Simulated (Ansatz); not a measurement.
TaSi2: random displacements

Method: DFT PBE, scalar-relativistic, plane waves, PAW (Ansatz 0.2.0). Settings: plane waves to 420 eV, k-mesh 9×9×6 (Γ-centred), Gaussian smearing 0.15 eV. Spin–orbit coupling is left out, which can shift energies with elements as heavy as these. No spin polarisation. Energies are free energies at this smearing, counted from the undisturbed cell; pressure is positive in compression.

The starting cell (relaxed at this level; it needn't be the usual structure):

```
CELL_PARAMETERS angstrom
4.80510 0.00000 0.00000
-2.40255 4.16134 0.00000
0.00000 0.00000 6.59887
ATOMIC_POSITIONS crystal
Ta 0.50000 0.00000 0.50000
Ta 0.50000 0.50000 0.83333
Ta 0.00000 0.50000 0.16667
Si 0.15892 0.31784 0.50000
Si 0.84108 0.15892 0.83333
Si 0.68216 0.84108 0.16667
Si 0.84108 0.68216 0.50000
Si 0.15892 0.84108 0.83333
Si 0.31784 0.15892 0.16667
```

The atoms are displaced (Å, in the unstrained cell):

```csv
atom,ux,uy,uz
Ta1,0.070,-0.116,-0.327
Ta2,0.047,0.087,0.257
Ta3,0.015,-0.037,0.132
Si4,-0.095,-0.051,0.044
Si5,0.143,0.022,0.039
Si6,-0.088,0.149,-0.002
Si7,0.149,0.196,-0.179
Si8,-0.119,-0.213,0.040
Si9,-0.124,-0.037,-0.003
```

Strain (Voigt, engineering shear): (0.0053, 0.0144, 0.0105, 0.0130, 0.0178, 0.0051).

Q: What are the energy change, the stress and the forces?

A: ΔE = 394.4 meV/atom; stress (xx, yy, zz, yz, xz, xy; compression positive) (6.12, 3.64, 13.05, 1.42, -8.10, -1.90) GPa.
```tsv
atom	Fx (eV/Å)	Fy	Fz
Ta1	-1.82	1.72	7.74
Ta2	-1.32	-1.28	-3.65
Ta3	0.19	0.26	-2.83
Si4	1.65	0.75	0.57
Si5	-1.20	-0.30	-0.30
Si6	1.84	-2.10	-3.12
Si7	-2.32	-0.88	2.32
Si8	2.09	1.48	-0.70
Si9	0.89	0.34	-0.04
```